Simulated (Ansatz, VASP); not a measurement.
# Cross-check of SnGe7 (random alloy of the diamond Ge-Sn line, x = 0.125) between VASP and Ansatz, part 2 of 2

One calculation is typed for both programs; each brings its own data sets. How far apart do they land? Of the first pair: The structure shown is the start of the Ansatz relaxation below; VASP solves that cell, so the two are compared at the walk's first step.

VASP 6.6.1 and Ansatz 0.2.0.

So far: The structure; Ansatz: relaxation, PBE.

## Step 3: VASP: single point, PBE, start cell, pair 1

Level of this step: PBE; plane waves and PAW (Ge_d, Sn_d) (VASP).

The same cell, functional, mesh and smearing now go to VASP, with its own data sets.

Lines of VASP's logs that name or quote its potential files are left out, and so is its time.

File INCAR:

```
SYSTEM = SnGe7
PREC = Accurate
ENCUT = 410
EDIFF = 1E-06
NELM = 120
ISMEAR = -1
SIGMA = 0.025
LREAL = Auto
ALGO = Normal
GGA = PE
NBANDS = 520
LORBIT = 11
LWAVE = .FALSE.
LCHARG = .FALSE.
ISIF = 2
LASPH = .TRUE.
GGA_COMPAT = .FALSE.
EFERMI = MIDGAP
NCORE = 2
```

File POSCAR:

```
SnGe7
1.0
   11.7425000000      0.0000000000      0.0000000000
    0.0000000000     11.7425000000      0.0000000000
    0.0000000000      0.0000000000     11.7425000000
Ge Sn
56 8
Direct
    0.0027677241      0.9989610390      0.9990972961
    0.1231679796      0.1264722163      0.1210815414
    0.0029721099      0.2487034277      0.2505428997
    0.2494528422      0.9993527784      0.2519310198
    0.2500659996      0.2509857356      0.9981264637
    0.3769469874      0.3765382159      0.1258590590
    0.0015328933      0.9988418139      0.4997913562
    0.1234064296      0.1245390675      0.6258973813
    0.9988162657      0.2493165851      0.7488269108
    0.1235597190      0.3738641686      0.8749840324
    0.3762571854      0.1246668086      0.8734937194
    0.2487289759      0.2528763040      0.5000894188
    0.3739237811      0.3753289334      0.6285799446
    0.0001958697      0.5010517352      0.0005109644
    0.1244028103      0.6230530126      0.1244028103
    0.9996423249      0.7509985097      0.2514285714
    0.1265914413      0.8754864807      0.3765126677
    0.2487204599      0.5021332766      0.2508665105
    0.3744858420      0.6258292527      0.3748690654
    0.3726208218      0.8725399191      0.1241388120
    0.1215584416      0.6244837130      0.6264083458
    0.0003917394      0.7512965723      0.7496189057
    0.1246582925      0.8753161593      0.8756993826
    0.2503385139      0.5002001277      0.7488609751
    0.3739067490      0.8757164147      0.6251309346
    0.4994081329      0.0000681286      0.9989440068
    0.5006940600      0.2510112838      0.2481413668
    0.6252927400      0.3762571854      0.3733787524
    0.7495507771      0.0000596125      0.2476559506
    0.8755375772      0.1264381520      0.3735405578
    0.7505982542      0.2477581435      0.9999318714
    0.8722503726      0.3769129231      0.1256972536
    0.4999616777      0.9986800085      0.5021673409
    0.6283500106      0.1218394720      0.6271066638
    0.5027719821      0.2505769640      0.7479582712
    0.6264679583      0.3746902278      0.8739706195
    0.7478986587      0.0009367681      0.7513476687
    0.8739365552      0.1258931233      0.8730508835
    0.7513732169      0.2500830317      0.4996806472
    0.8748307430      0.3764786034      0.6262806046
    0.5008984458      0.5002341920      0.0001277411
    0.6260506706      0.6254034490      0.1261571216
    0.4994677454      0.7458462849      0.2517692144
    0.6287162018      0.8757504790      0.3748264850
    0.7497721950      0.4997998723      0.2500319353
    0.8730934639      0.6241175218      0.3733021077
    0.7504194166      0.7494911646      0.0008430913
    0.8747030019      0.8766787311      0.1253566106
    0.5037257824      0.4967681499      0.4988971684
    0.6265360869      0.6293123270      0.6245773898
    0.5000723866      0.7496103896      0.7522674047
    0.6245092612      0.8761592506      0.8744560358
    0.7478305301      0.5005322546      0.7508622525
    0.8771982116      0.6248073238      0.8739535874
    0.7509559293      0.7504109006      0.5004811582
    0.8748818395      0.8769767937      0.6256333830
    0.1245816479      0.3774920162      0.3714881839
    0.3731317862      0.1247093890      0.3734979774
    0.2480987865      0.0004002555      0.7528294656
    0.2519310198      0.7525910155      0.0037215244
    0.0002725144      0.5014860549      0.5005407707
    0.3756440281      0.6252075793      0.8769171812
    0.2520417288      0.7503172238      0.4993570364
    0.6261869278      0.1242410049      0.1270938897
```

File KPOINTS:

```
Automatic mesh
0
Gamma
1 1 1
0 0 0
```

The projector-augmented-wave data sets are Ge_d and Sn_d (PBE family, release 64).

Launch:

```bash
$ mpirun -np 8 vasp_gam
```

Numbers of over 12 decimals in the logs are rounded to 6 here.

The log of the run:

```text
[banner, memory and clock lines left out]
running    8 mpi-ranks, on    1 nodes
[...]
LDA part: xc-table for (Slater+PW92), standard interpolation
 POSCAR, INCAR and KPOINTS ok, starting setup
[...]
entering main loop
       N       E                     dE             d eps       ncg     rms          rms(c)
DAV:   1     0.170446441190E+05    0.17045E+05   -0.32726E+05  1136   0.458E+03
DAV:   2     0.423564082909E+04   -0.12809E+05   -0.12313E+05  1040   0.108E+03
DAV:   3     0.525093475714E+03   -0.37105E+04   -0.35656E+04  1040   0.319E+02
DAV:   4    -0.201692620362E+03   -0.72679E+03   -0.66857E+03  1176   0.134E+02
[...]
DAV:  16    -0.272143306717E+03    0.32858E-07   -0.29017E-05  1000   0.497E-02    0.631E-03
DAV:  17    -0.272143305590E+03    0.11269E-05   -0.33800E-06   728   0.366E-02    0.386E-03
DAV:  18    -0.272143306560E+03   -0.96997E-06   -0.79554E-06  1104   0.358E-02
   1 F= -.27214331E+03 E0= -.27210472E+03  d E =-.771711E-01
```

Parts of OUTCAR (step 3):

```text
  Total       26.7367851     26.8580953     26.6066874      1.1936042      5.6257828     -2.6058290
  in kB       26.4568455     26.5768856     26.3281099      1.1811069      5.5668797     -2.5785454
  external PRESSURE =      26.4539470 kB  Pullay stress =       0.0000000 kB

 POSITION                                       TOTAL-FORCE (eV/Angst)
 -----------------------------------------------------------------------------------
      0.03250     11.73030     11.73190        -0.418621      0.166984     -0.045776
      1.44630      1.48510      1.42180         0.316071     -0.103135      0.198528
      0.03490      2.92040      2.94200        -1.047069     -0.699616     -0.991368
      2.92920     11.73490      2.95830        -0.848270     -0.725273     -1.134032
      2.93640      2.94720     11.72050         0.209227     -0.038472      0.069125
      4.42630      4.42150      1.47790        -0.262631     -0.021207     -0.156579
      0.01800     11.72890      5.86880        -0.148423      0.162873     -0.064458
      1.44910      1.46240      7.34960        -0.575461      0.773214     -0.876990
     11.72860      2.92760      8.79310         0.056713      0.102981      0.079111
      1.45090      4.39010     10.27450         0.030522      0.140576     -0.030253
      4.41820      1.46390     10.25700         0.705523      0.952280      0.804895
      2.92070      2.96940      5.87230         0.054597     -0.208232      1.354555
      4.39080      4.40730      7.38110         0.138572      0.018701     -0.404511
      0.00230      5.88360      0.00600        -0.022417     -0.192649     -0.099766
[...]
-----------------------------------------------------------------------------------
    total drift:                               -0.003546     -0.007445      0.003038

  FREE ENERGIE OF THE ION-ELECTRON SYSTEM (eV)
  ---------------------------------------------------
  free  energy   TOTEN  =      -272.1433065596 eV

  energy  without entropy=     -272.0661354722  energy(sigma->0) =     -272.10472102

[... 2 further parts left out ...]
```

The run ends at a pressure of 2.65 GPa, with forces up to 2.4 eV/Å.

## Step 4: Side by side

Known differences besides the potentials themselves: the cutoff is 420 eV in Ansatz and 410 eV in VASP (PREC = Accurate, projectors in real space). Total energies have different zeros and are not compared.

Forces on 9 of the 64 atoms, those with the largest forces and the largest differences (eV/Å; atoms numbered as in POSCAR):

```csv
atom,"Ansatz x, y, z","VASP x, y, z"
Ge3,"-1.048, -0.701, -0.992","-1.047, -0.700, -0.991"
Ge4,"-0.850, -0.726, -1.135","-0.848, -0.725, -1.134"
Ge18,"1.049, 0.761, -0.978","1.048, 0.759, -0.977"
Ge20,"1.351, 1.412, 1.404","1.349, 1.410, 1.402"
Ge23,"-1.326, -0.244, 0.119","-1.325, -0.243, 0.117"
Ge26,"-0.650, -0.692, -0.485","-0.648, -0.692, -0.483"
Ge29,"1.066, -0.751, 1.128","1.065, -0.750, 1.126"
Sn60,"-1.559, 0.273, 0.302","-1.556, 0.275, 0.303"
Sn61,"-1.200, 0.782, 0.734","-1.200, 0.784, 0.736"
```

The forces differ by 0.9 meV/Å r.m.s., which is 0.2 % of the r.m.s. force of 0.562 eV/Å (both taken over all components).

## Step 5: Ansatz: relaxation, PBE

This run makes the geometry at which the two programs are then compared. The cell compared in this pair holds 1680.72 Å³, against 1619.13 Å³ for the pair before.

The structure compared here is the end of the Ansatz relaxation.

This is the run of step 2 again, met here at its other cell.

## Step 6: VASP: single point, PBE, relaxed cell, pair 2

The same cell, functional, mesh and smearing now go to VASP, with its own data sets.

Edit INCAR of step 3 so:

```diff
@@ -2,3 +2,3 @@
 PREC = Accurate
-ENCUT = 410
+ENCUT = 500
 EDIFF = 1E-06
```

File POSCAR:

```
SnGe7
1.0
   11.8528450000     -0.0069560000     -0.0205040000
   -0.0069560000     11.9072710000      0.1883760000
   -0.0205040000      0.1883760000     11.9116210000
Ge Sn
56 8
Direct
    0.9952900000      0.0022400000      0.0004400000
    0.1217300000      0.1243400000      0.1187400000
    0.9946500000      0.2409900000      0.2409900000
    0.2432700000      0.9979700000      0.2440000000
    0.2524300000      0.2511700000      0.0008900000
    0.3755000000      0.3767600000      0.1216100000
    0.9983800000      0.0014600000      0.4980600000
    0.1132900000      0.1301300000      0.6214100000
    0.9989700000      0.2501600000      0.7520800000
    0.1212100000      0.3720100000      0.8776300000
    0.3789800000      0.1330200000      0.8810700000
    0.2514800000      0.2500200000      0.5130600000
    0.3761500000      0.3752800000      0.6273300000
    0.0006700000      0.4991100000      0.9988200000
    0.1137600000      0.6187900000      0.1322100000
    0.9970300000      0.7507500000      0.2491800000
    0.1149600000      0.8800200000      0.3694900000
    0.2603300000      0.5050800000      0.2416900000
    0.3828500000      0.6204000000      0.3683800000
    0.3788600000      0.8805100000      0.1323300000
    0.1229200000      0.6284800000      0.6390900000
    0.9936800000      0.7505200000      0.7527600000
    0.1073800000      0.8783400000      0.8752100000
    0.2450400000      0.4901800000      0.7473900000
    0.3883000000      0.8756400000      0.6251300000
    0.4987000000      0.9955400000      0.9949100000
    0.5022600000      0.2627200000      0.2524500000
    0.6268600000      0.3785700000      0.3775700000
    0.7576400000      0.9926600000      0.2568400000
    0.8714000000      0.1247600000      0.3753600000
    0.7592500000      0.2557300000      0.9921600000
    0.8731200000      0.3765500000      0.1232100000
    0.5146300000      0.9961500000      0.5040900000
    0.6265200000      0.1255300000      0.6275000000
    0.5050600000      0.2504900000      0.7517000000
    0.6268100000      0.3750700000      0.8740200000
    0.7534100000      0.0008900000      0.7503200000
    0.8728400000      0.1254500000      0.8734500000
    0.7504900000      0.2477100000      0.4994700000
    0.8632100000      0.3682300000      0.6332000000
    0.5126700000      0.4937000000      0.0044500000
    0.6262300000      0.6258300000      0.1246500000
    0.5068900000      0.7499400000      0.2495700000
    0.6264100000      0.8724400000      0.3763400000
    0.7513400000      0.5009400000      0.2488000000
    0.8637000000      0.6332400000      0.3690000000
    0.7520500000      0.7490000000      0.9997900000
    0.8715800000      0.8740800000      0.1236300000
    0.5037200000      0.4990700000      0.4997400000
    0.6273000000      0.6234800000      0.6212000000
    0.5152000000      0.7523100000      0.7441500000
    0.6274300000      0.8757400000      0.8747000000
    0.7503900000      0.5019100000      0.7518900000
    0.8707700000      0.6236900000      0.8778600000
    0.7515900000      0.7509900000      0.5005800000
    0.8716700000      0.8769500000      0.6234500000
    0.1269500000      0.3704000000      0.3673500000
    0.3735600000      0.1230000000      0.3775500000
    0.2522200000      0.0025900000      0.7507800000
    0.2443100000      0.7544600000      0.0057500000
    0.9921800000      0.5056500000      0.5061800000
    0.3806300000      0.6192400000      0.8696200000
    0.2540100000      0.7499700000      0.4970200000
    0.6266700000      0.1266000000      0.1253200000
```

KPOINTS is that of step 3.

Launch:

```bash
$ mpirun -np 8 vasp_gam
```

The log of the run:

```text
[... set-up lines as in an earlier step ...]
 entering main loop
       N       E                     dE             d eps       ncg     rms          rms(c)
DAV:   1     0.186777546753E+05    0.18678E+05   -0.36205E+05  1144   0.499E+03
DAV:   2     0.474433516127E+04   -0.13933E+05   -0.13403E+05  1040   0.119E+03
DAV:   3     0.661798920392E+03   -0.40825E+04   -0.39413E+04  1040   0.345E+02
DAV:   4    -0.186099820573E+03   -0.84790E+03   -0.78310E+03  1184   0.146E+02
[...]
DAV:  21    -0.275556788519E+03    0.24598E-04   -0.12846E-04  1224   0.275E-01    0.251E-03
DAV:  22    -0.275556789242E+03   -0.72335E-06   -0.13870E-05  1016   0.160E-02    0.321E-03
DAV:  23    -0.275556789405E+03   -0.16304E-06   -0.24124E-07   592   0.195E-02
   1 F= -.27555679E+03 E0= -.27554826E+03  d E =-.170562E-01
```

OUTCAR, selected parts (step 6):

```text
  Total       -1.5255994     -1.5639276     -1.5997250     -0.0535559      0.3886856      0.1396405
  in kB       -1.4543049     -1.4908420     -1.5249665     -0.0510532      0.3705215      0.1331148
  external PRESSURE =      -1.4900378 kB  Pullay stress =       0.0000000 kB

 POSITION                                       TOTAL-FORCE (eV/Angst)
 -----------------------------------------------------------------------------------
     11.79699      0.01983     -0.01474        -0.002095      0.001381      0.006204
      1.43955      1.50207      1.43531         0.001545     -0.000022      0.002729
     11.78281      2.90801      2.89558         0.001494      0.002800     -0.000506
      2.87150     11.92737      3.08944         0.000023      0.000443      0.000933
      2.99025      2.98916      0.05274        -0.005704      0.001878      0.002643
      4.44563      4.50648      1.51185         0.004164     -0.002436     -0.003694
     11.82342      0.10426      5.91251        -0.002465      0.000151      0.006161
      1.32916      1.66576      7.42419         0.001227     -0.000451     -0.002832
     11.82348      3.11345      8.98513        -0.001507     -0.000473      0.002890
      1.41610      4.59411     10.52159         0.003724     -0.002240     -0.003913
      4.47300      1.74724     10.51226         0.005129     -0.002270     -0.002812
      2.96849      3.07195      6.15332        -0.000774     -0.001331      0.001561
      4.44297      4.58412      7.53550         0.002383     -0.004655     -0.000637
     -0.01601      6.13119     11.99157        -0.002808      0.000602      0.005254
[...]
-----------------------------------------------------------------------------------
    total drift:                                0.003995      0.007654     -0.000581

  FREE ENERGIE OF THE ION-ELECTRON SYSTEM (eV)
  ---------------------------------------------------
  free  energy   TOTEN  =      -275.5567894054 eV

  energy  without entropy=     -275.5397331819  energy(sigma->0) =     -275.54826129

[... 1 part as in an earlier step ...]

[... 1 further part left out ...]
```

The run ends at a pressure of -0.15 GPa, with forces up to 0.0095 eV/Å.

## Step 7: Comparison

What differs besides the data sets and the points named for the pairs above, as far as they apply: the cutoff is 420 eV in Ansatz and 500 eV in VASP (PREC = Accurate, projectors in real space). Total energies have different zeros and are not compared.

Compared:

```csv
quantity,Ansatz,VASP,difference
pressure (GPa),0.01,-0.15,+0.16
gap on the k mesh (eV),0.169,0.168,+0.001
```

The largest component of a force difference here is 12 meV/Å. A gap on the mesh is an upper bound, since the band edges may lie between its points.

## Step 8: What came out

* r.m.s. force difference (single point, PBE, start cell, pair 1): 0.17 % of the r.m.s. force
* difference in gap on the k mesh (single point, PBE, relaxed cell, pair 2): 0.0013 eV

What this shows: The r.m.s. force difference is 0.17 % of the r.m.s. force (single point, PBE, start cell, pair 1), within the 3 % picked in this series as the mark of a large difference. How closely two codes agree says nothing of how well the functional describes the real material.

[Lines on the potential files, build, host, timing and source positions are cut from VASP's logs without a mark.]

[Logs are printed without paths, hosts, clocks, repeated set-up lines and the standing remarks that a program may print on its own settings, such as how far it seeks lower states.]

[Hosts, paths, dates, database ids (printed as entryN), source tags and the programs' standing remarks are cut or masked in the printed files.]
